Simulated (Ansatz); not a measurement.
CoO:

```
CELL_PARAMETERS angstrom
0.00000 2.13150 2.13150
2.13150 0.00000 2.13150
2.13150 2.13150 0.00000
ATOMIC_POSITIONS crystal
Co 0.00000 0.00000 0.00000
O 0.50000 0.50000 0.50000
```

```yaml
Program: Ansatz 0.2.0
Task: relaxation of cell and atoms
Functional: RPBE
Potentials_or_basis: Ansatz PAW
Cutoff: "420 eV (not typed: the program's choice for these potentials)"
k_mesh: 11 × 11 × 11
Occupations: fermi-dirac, width 0.05 eV
Spin: collinear spin, ferromagnetic start
Starting_moments: "[2.0, 0.0] μB"
```

At the start: volume 9.68 Å³/atom.

Question: How do energy, volume and symmetry change on relaxing?

Answer: It ends after 6 steps and the volume is 9.93 Å³/atom (+2.5 %); space group Fm-3m (No. 225, to 0.05 Å); moment 2.98 μB per cell.

Step by step:
| step | energy change (eV) | largest force (eV/Å) | volume (Å³) |
| --- | --- | --- | --- |
| 1 | 0.0000 | 0.0000 | 19.37 |
| 2 | -0.0037 | 0.0000 | 19.61 |
| 3 | -0.0042 | 0.0000 | 19.83 |
| 4 | -0.0062 | 0.0000 | 19.83 |
| 5 | -0.0062 | 0.0000 | 19.85 |
| 6 | -0.0062 | 0.0000 | 19.85 |

Final structure:
```cif
data_structure
_symmetry_space_group_name_H-M 'P 1'
_symmetry_Int_Tables_number 1
_cell_length_a 3.0394
_cell_length_b 3.0394
_cell_length_c 3.0394
_cell_angle_alpha 60.000
_cell_angle_beta 60.000
_cell_angle_gamma 60.000
_cell_volume 19.85
loop_
_atom_site_label
_atom_site_type_symbol
_atom_site_fract_x
_atom_site_fract_y
_atom_site_fract_z
_atom_site_occupancy
Co1 Co 0.00000 0.00000 0.00000 1
O1 O 0.50000 0.50000 0.50000 1
```

Caveat: the plane-wave basis is chosen anew once the cell has moved, so the energies of steps on either side of that aren't comparable; the pressure holds a Pulay correction of +0.7 GPa for the finite cutoff; a cell with one magnetic atom can't hold antiferromagnetic order, which such compounds often take; the PAW data sets come from PBE, with cores solved anew for the run's functional, which leaves a small shift of forces and pressure.
